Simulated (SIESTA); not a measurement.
Pd:

```xyz
1
Lattice="0.0000 1.9465 1.9465 1.9465 0.0000 1.9465 1.9465 1.9465 0.0000" Properties=species:S:1:pos:R:3 pbc="T T T"
Pd    0.0000    0.0000    0.0000
```

Base run:

| Quantity | Value |
| --- | --- |
| Program | SIESTA 5.4.2 |
| Functional | PBE |
| Potentials or basis | PseudoDojo 0.4 standard (PBE files) |
| Basis | DZ (energy shift 0.003 Ry; two zetas on semicore shells) |
| Grid cutoff | 800 Ry |
| Energy shift | 0.003 Ry |
| k mesh | 12 × 12 × 12 |
| Occupations | fermi-dirac, width 0.05 eV |
| Spin | no spin polarisation |

Its results: band gap on the k mesh none (metal or under the smearing width); pressure 5.3 GPa.

Q: The run is repeated on the same cell with these changes: basis from DZ (energy shift 0.003 Ry; two zetas on semicore shells) to TZP (energy shift 0.003 Ry; two zetas on semicore shells). What comes out?

A: Band gap on the k mesh none (metal or under the smearing width); pressure 8.3 GPa.

Caveats: the basis of atomic orbitals isn't converged, which shifts pressures, moduli and gaps; the basis has no polarisation orbitals (some runs).
